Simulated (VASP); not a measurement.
A run of VASP 6.6.1 is set up as follows.

The input POSCAR:

```
Ru
1.0
    1.6398700866      0.9467794359      3.0409424665
   -1.6398700866      0.9467794359      3.0409424665
    0.0000000000     -1.8935588719      3.0409424665
Ru
2
Direct
    0.2275400000      0.2275400000      0.2275400000
    0.7724600000      0.7724600000      0.7724600000
```

Contents of INCAR.step1:

```
SYSTEM = Ru
ALGO = Normal
EDIFF = 1E-4
ENCUT = 520
GGA = PE
ISMEAR = 0
LASPH = .True.
LCHARG = .False.
LREAL = .False.
LWAVE = .True.
NBANDS = 21
NELM = 100
PREC = Accurate
SIGMA = 0.1
```

The input INCAR.step2:

```
SYSTEM = Ru
ALGO = Normal
EDIFF = 1E-6
ENCUT = 520
ISIF = 2
ISMEAR = 0
ISTART = 1
LASPH = .True.
LCHARG = .False.
LMIXTAU = .True.
LREAL = .False.
LWAVE = .False.
METAGGA = R2SCAN
NBANDS = 21
NELM = 100
PREC = Accurate
SIGMA = 0.1
```

KPOINTS

```
k-points
0
Gamma
  6 6 6
  0 0 0
```

Potentials or basis: VASP PAW PBE potentials, release 64 (Ru_pv).

Launch:

```console
$ cat potpaw_PBE.64/Ru_pv/POTCAR > POTCAR
$ cp INCAR.step1 INCAR
$ mpirun -np 1 vasp_std > vasp.out
$ cp INCAR.step2 INCAR
$ mpirun -np 1 vasp_std > vasp.out
```

Question: Predict the largest force.

Answer: 3.677 eV/Å.

Question: What does it give for the band gap on the k mesh?

Answer: None (metal or under the smearing width).

Question: Estimate the pressure.

Answer: 56.1 GPa.

Forces in eV/Å, atoms in the order of the input:
```
Ru   0.000  0.000  3.677
Ru   0.000  0.000 -3.677
```

Caveat: the k mesh is coarse (spacing up to 0.39 Å⁻¹), so the values aren't converged; a pressure of tens of GPa on the cell as given is suspect, and the run, the potentials or the cell itself is likely at fault; the PAW data sets were made with another functional, which shifts forces and pressure a little.
